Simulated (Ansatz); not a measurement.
Space group Fm-3m (No. 225). a = 4.831 Å, b = 4.831 Å, c = 4.831 Å, α = 90.00°, β = 90.00°, γ = 90.00°
| atom | site | symmetry | x | y | z |
| --- | --- | --- | --- | --- | --- |
| Ca | 4a | m-3m | 0.0000 | 0.0000 | 0.0000 |
| O | 4b | m-3m | 0.5000 | 0.0000 | 0.0000 |

Equation of state of this CaO structure (not necessarily the ground state), with shape and atoms relaxed at each volume where symmetry leaves them free. Theory: DFT PBE, scalar-relativistic, plane waves, PAW in Ansatz 0.2.0.

Settings: cutoff 420 eV, Γ-centred mesh 8×8×8 on the computed 2-atom cell, Gaussian smearing of 0.02 eV; no spin polarisation.

```csv
V (Å³/atom),E − E(largest V) (meV/atom),P (GPa),gap on mesh (eV)
12.402,44.48,17.78,3.59
12.825,5.15,12.19,3.62
13.248,-20.56,7.45,3.64
13.671,-34.73,3.42,3.65
14.093,-39.14,-0.01,3.66
14.516,-35.14,-2.93,3.66
14.939,-24.08,-5.42,3.66
15.503,0.00,-8.18,3.65
```

Fit a third-order Birch–Murnaghan equation, E = E0 + (9V0B0/16)·[(x − 1)³B0' + (x − 1)²(6 − 4x)] with x = (V0/V)^(2/3), to E(V).

V0 = 14.09 Å³/atom, B0 = 105 GPa, B0' = 4.3.

The cell was reached from a generator's guess, though it ends in a space group that the Crystallography Open Database lists for this formula.
